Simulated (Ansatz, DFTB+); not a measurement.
## Strength of the C–C bond: C3H6O → C2H3O + CH3

Species: C3H6O (acetone) `CC(C)=O`, singlet; C2H3O (acetyl radical) `C[C]=O`, doublet; CH3 (methyl radical) `[CH3]`, doublet. 

Shapes, held fixed at every level: PBE0-D4/def2-TZVP. Programs: Ansatz 0.2.0, DFTB+ 25.1. The zero-point and thermal change to 298 K, harmonic and unscaled (PBE0-D4/def2-TZVP), is -21.1 kJ/mol.

**What was measured.** Tabulated heats of formation (Active Thermochemical Tables): C3H6O -216.1; C2H3O -9.7; CH3 +146.5 kJ/mol, which give ΔH(298 K) = +352.9 kJ/mol.

| level | kind | ΔH (kJ/mol) | computed − measured |
| --- | --- | --- | --- |
| DFTB2 | semi-empirical | +415.8 | +62.9 |
| HF/def2-SVP | Hartree–Fock | +252.7 | -100.2 |
| HF/def2-TZVPP | Hartree–Fock | +241.6 | -111.3 |
| BHLYP-D4/def2-TZVPP | global hybrid | +330.5 | -22.3 |
| r2SCAN0-D4/def2-TZVPP | global hybrid | +327.8 | -25.0 |
| MP2/def2-TZVPP | perturbation theory | +360.4 | +7.5 |
| CCSD/def2-TZVPP | coupled cluster or CI | +337.7 | -15.1 |
| CCSD(T)/CBS estimate | coupled cluster or CI | +354.1 | +1.2 |

Nearest: CCSD(T)/CBS estimate (+1.2); farthest: HF/def2-TZVPP (-111.3). 2 of 8 levels lie within 10 kJ/mol. Electron pairs are made or broken, so correlation matters. Open shells run unrestricted. The CBS estimate extrapolates MP2 from def2-TZVPP and def2-QZVPP and adds CCSD(T) − MP2 in the triple-zeta set, cores frozen.
